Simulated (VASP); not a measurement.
Input of a VASP 6.6.1 run:

POSCAR

```
Sn
1.0
   -1.8946518192      1.8946518192      1.8946518192
    1.8946518192     -1.8946518192      1.8946518192
    1.8946518192      1.8946518192     -1.8946518192
Sn
1
Direct
    0.0000000000      0.0000000000      0.0000000000
```

Contents of INCAR.step1:

```
ALGO = Normal ; EDIFF = 1E-5
ENCUT = 600 ; GGA = PE
ISMEAR = 1 ; LASPH = T
LCHARG = F ; LREAL = F
LWAVE = T ; NELM = 60
PREC = Accurate ; SIGMA = 0.2
```

The input INCAR.step2:

```
AEXX = 0.2 ; AGGAC = 0.81
AGGAX = 0.72 ; ALDAC = 0.19
ALGO = Normal ; EDIFF = 1E-6
EDIFFG = -0.01 ; ENCUT = 600
GGA = B3 ; HFRCUT = -1
IBRION = 2 ; ISIF = 3
ISMEAR = 1 ; ISTART = 1
IVDW = 13 ; LASPH = T
LCHARG = F ; LHFCALC = T
LREAL = F ; LWAVE = F
NELM = 60 ; NSW = 40
PREC = Accurate ; PRECFOCK = Fast
SIGMA = 0.2
```

Contents of KPOINTS:

```
k-points
0
Gamma
  5 5 5
```

Potentials or basis: VASP PAW PBE potentials, release 64 (Sn_d).

Command:

```console
$ cat potpaw_PBE.64/Sn_d/POTCAR > POTCAR
$ cp INCAR.step1 INCAR
$ mpirun -np 1 vasp_std > vasp.out
$ cp INCAR.step2 INCAR
$ mpirun -np 1 vasp_std > vasp.out
```

Question: What does it give for the relaxed volume?

Answer: 29.64 Å³/atom.

Question: Estimate the relaxed cell.

Answer: a = 3.377 Å, b = 3.377 Å, c = 3.377 Å, α = 109.47°, β = 109.47°, γ = 109.47°.

Question: Predict the space group after relaxing (to 0.05 Å).

Answer: Im-3m (No. 229).

Final structure:
```
CELL_PARAMETERS angstrom
-1.94962 1.94962 1.94962
1.94962 -1.94962 1.94962
1.94962 1.94962 -1.94962
ATOMIC_POSITIONS crystal
Sn 0.00000 0.00000 0.00000
```

Caveat: the k mesh is coarse (spacing up to 0.47 Å⁻¹), so the values aren't converged, least of all with exact exchange; the PAW data sets were made with another functional, which shifts forces and pressure a little; pairwise dispersion overbinds metals, which lowers pressure and volume.
